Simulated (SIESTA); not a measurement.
## Hf under changes of volume

One of the cells (22.380 Å³/atom); the others are scaled copies at fixed shape and fractional positions:

```
CELL_PARAMETERS angstrom
3.19670 0.00000 0.00000
-1.59835 2.76842 0.00000
0.00000 0.00000 5.05780
ATOMIC_POSITIONS crystal
Hf 0.66667 0.33333 0.75000
Hf 0.33333 0.66667 0.25000
```

```yaml
Program: SIESTA 5.4.2
Functional: PBEsol
Potentials_or_basis: PseudoDojo 0.4 standard (PBEsol files)
Basis: DZP (energy shift 0.003 Ry; two zetas on semicore shells)
Grid_cutoff: 800 Ry
Energy_shift: 0.003 Ry
k_mesh: 10 × 10 × 5
Occupations: fermi-dirac, width 0.05 eV
Spin: no spin polarisation
```

```tsv
volume (Å³/atom)	energy over the lowest point (meV/atom)	pressure (GPa)
21.037	6.97	4.0
21.485	0.00	1.2
21.933	0.46	-1.3
22.380	?	?
22.828	20.54	-5.7
23.276	39.31	-7.5
23.723	63.00	-9.2
```

Question: What does the run at 22.380 Å³/atom give?

Answer: Energy over the lowest point 7.38 meV/atom; pressure -3.5 GPa.

Worked out: A Birch-Murnaghan fit of order 3 (a polynomial in V^(-2/3)) to the other rows has its minimum at 21.68 Å³/atom with B0 = V·E''(V) = 121 GPa and B' = 3.4 at fixed shape and positions, which overstates the stiffness. It gives 7.45 meV/atom at 22.380 Å³/atom, against the run's 7.38, and -dE/dV = -3.6 GPa, against -3.5.

Energies are extrapolated to zero smearing.

Caveats: short orbitals over semicore shells can move pressures by several GPa; the basis of atomic orbitals isn't converged, which shifts pressures, moduli and gaps.
